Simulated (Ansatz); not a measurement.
Wanted: the native input for an Ansatz 0.2.0 run.

```yaml
Task: relaxation of cell and atoms
Functional: PBE
Dispersion: D4
Potentials_or_basis: all-electron LAPW, scalar-relativistic
Basis_error_allowed: 0.001 eV/atom
k_mesh: 12 × 12 × 12
Occupations: fermi-dirac, width 0.05 eV
Spin: no spin polarisation
```

Crystal: W.

```
W
1.0
    -1.58234    1.58234    1.58234
     1.58234   -1.58234    1.58234
     1.58234    1.58234   -1.58234
W
1
Direct
  0.00000 0.00000 0.00000
```

One way to write it, as run:

input.yaml

```yaml
crystal:
  lattice:
    - [-1.582345, 1.582345, 1.582345]
    - [1.582345, -1.582345, 1.582345]
    - [1.582345, 1.582345, -1.582345]
  atoms:
    - { symbol: W, position: [0.0, 0.0, 0.0] }
kpoints:
  mp_grid: { grid: [12, 12, 12] }
scf:
  occupations: { method: fermi_dirac, width: 0.05 }
hamiltonian:
  xc: pbe
  dispersion: d4
  pseudopotentials: { kind: all_electron, lapw: { basis_error: 0.001 } }
output:
  forces: true
  stress: true
relax:
  f_tol: 0.005
  max_steps: 60
  cell: {}
```

Potentials or basis: all-electron LAPW, scalar-relativistic.

The run is started by

```sh
$ ansatz run input.yaml --threads 1 --pin off --max-ram 3072MiB --backend cpu --events-out ev --progress --plain --runs-dir out
```

Results of the run:

```
Relaxed volume                         : 15.80 Å³/atom
Relaxed cell                           : a = 2.738 Å, b = 2.738 Å, c = 2.738 Å, α = 109.47°, β = 109.47°, γ = 109.47°
Space group after relaxing (to 0.05 Å) : Im-3m (No. 229)
Energy gained by relaxing              : 0.1 meV/atom
Ionic steps                            : 3
Pressure after relaxing                : 0.0 GPa
```

Wall time 27 s on 1 thread of Arm Neoverse V1, on a shared host, peak memory 0.31 GiB.
